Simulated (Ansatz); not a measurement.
Set up this calculation in Ansatz 0.2.0, as the native input.

| Property | Result |
| --- | --- |
| Task | single point |
| Functional | PBE |
| Potentials or basis | all-electron LAPW, scalar-relativistic |
| Cutoff | 174 eV (chosen from the basis error) |
| Basis error allowed | 0.001 eV/atom |
| k mesh | 9 × 9 × 5 |
| Occupations | gaussian, width 0.021 eV |
| Spin | no spin polarisation |

Crystal: Zr.

```
Zr
1.0
     3.23200    0.00000    0.00000
    -1.61600    2.79899    0.00000
     0.00000    0.00000    5.14700
Zr
2
Cartesian
  1.6160 0.9330 3.8603
  0.0000 1.8660 1.2868
```

One way to write it, as run:

input.yaml

```yaml
crystal:
  lattice:
    - [3.232, 0.0, 0.0]
    - [-1.616, 2.798994105, 0.0]
    - [0.0, 0.0, 5.147]
  atoms:
    - { symbol: Zr, position: [0.6666666667, 0.3333333333, 0.75] }
    - { symbol: Zr, position: [0.3333333333, 0.6666666667, 0.25] }
kpoints:
  mp_grid: { grid: [9, 9, 5] }
scf:
  occupations: { method: gaussian, width: 0.021 }
hamiltonian:
  xc: pbe
  pseudopotentials: { kind: all_electron, lapw: { basis_error: 0.001 } }
output:
  forces: true
  stress: true
  eigenvalues: true
```

Potentials or basis: all-electron LAPW, scalar-relativistic.

Command:

```sh
$ ansatz run input.yaml --threads 1 --pin off --max-ram 3072MiB --backend cpu --events-out ev --progress --plain --runs-dir out
```

It gave:

| Quantity | Value |
| --- | --- |
| Pressure | 0.6 GPa |
| Band gap on the k mesh | none (metal or under the smearing width) |

Wall time 7.3 s on 1 thread of Arm Neoverse V1, with other jobs on the host, peak memory 0.28 GiB.
